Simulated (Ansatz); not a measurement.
# LiF, one cell by several methods

```
Li F
1.0
     0.00000    2.01400    1.99386
     2.01400    0.00000    1.99386
     2.01400    2.01400    0.00000
Li F
1 1
Direct
  0.00000 0.00000 0.00000
  0.50000 0.50000 0.50000
```

Atoms are numbered in the order listed.

The cell is COD entry 1010990, as deposited and not checked against the literature; nothing was relaxed. The listed cell was then made from it by scaling, straining or moving an atom.

All numbers are computed: DFT, PBE, PAW with Ansatz's default frozen-core files, scalar-relativistic (Ansatz 0.2.0); DFT, PBE, all-electron LAPW, scalar-relativistic (Ansatz 0.2.0).

For PAW: a Γ-centred 10×10×10 k mesh, Fermi–Dirac smearing of 0.03 eV, cutoff 420 eV, no spin polarisation. LAPW targets a basis error of 1 meV/atom. The Ansatz runs share mesh, smearing and spin set-up. Plane-wave (PAW) pressures include the program's estimate of the Pulay term.

Stress and pressure are positive in compression.

PAW results:

```tsv
quantity	PAW
pressure (GPa)	2.91
stress xx (GPa)	2.64
stress zz (GPa)	3.46
band gap (eV)	9.171
```

Q: What does LAPW (all electrons) give for the same quantities?

A: 
```csv
quantity,LAPW
pressure (GPa),2.80
stress xx (GPa),2.53
stress zz (GPa),3.36
band gap (eV),9.148
```
